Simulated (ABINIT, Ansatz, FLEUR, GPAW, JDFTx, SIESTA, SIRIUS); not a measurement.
## MgS: programs and potentials compared

```
S Mg
1.0
     0.00000    2.60165    2.60165
     2.60165    0.00000    2.60165
     2.60165    2.60165    0.00000
S Mg
1 1
Direct
  0.49923 0.50365 0.50962
  0.01475 0.99180 0.98833
```

Atoms were shifted at random by some hundredths of an Å from the given cell, which wasn't relaxed again for these runs.

Alike in all runs: task single point; functional PBEsol; k mesh 9 × 9 × 9; occupations fermi-dirac, width 0.05 eV; no spin polarisation; no spin-orbit coupling. Pressure is positive in compression and, in plane waves, holds the error of the finite cutoff, which Ansatz's Pulay term estimates and takes out.

```csv
program and potentials,plane-wave cutoff (eV),notes,pressure (GPa),largest force (eV/Å),energy over the undisturbed cell (meV/atom)
"Ansatz, Ansatz PAW",420,"potentials made for PBE, which Ansatz adapts in part",-0.68,0.256,5.52
"GPAW, PAW data sets generated for this functional",800,-,-0.64,0.260,5.61
"Ansatz, all-electron LAPW, scalar-relativistic",-,-,-0.70,0.255,-
"FLEUR, all-electron, FLAPW",-,-,-,0.255,5.50
"ABINIT, PseudoDojo NC SR PBEsol v0.4.1 standard",1143,-,-0.64,0.256,-
"JDFTx, PseudoDojo-SR-PBEsol-0.4.1-standard with smoothed tails",1143,-,-0.64,0.256,5.53
"SIESTA, files PseudoDojo sr-pbesol-0.4.1-standard, DZP (energy shift 0.003 Ry; two zetas on semicore shells)",-,atomic basis,1.47,0.312,6.80
"SIRIUS, PseudoDojo 0.4.1 PBEsol standard (scalar relativistic)",1152,-,?,?,-
```

Q: Estimate from the other rows what the run with SIRIUS, PseudoDojo 0.4.1 PBEsol standard (scalar relativistic) gave.

A: Pressure -0.63 GPa; largest force 0.256 eV/Å. The other rows, which needn't bracket it: pressure -0.70 to 1.47; largest force 0.255 to 0.312; energy over the undisturbed cell 5.50 to 6.80.
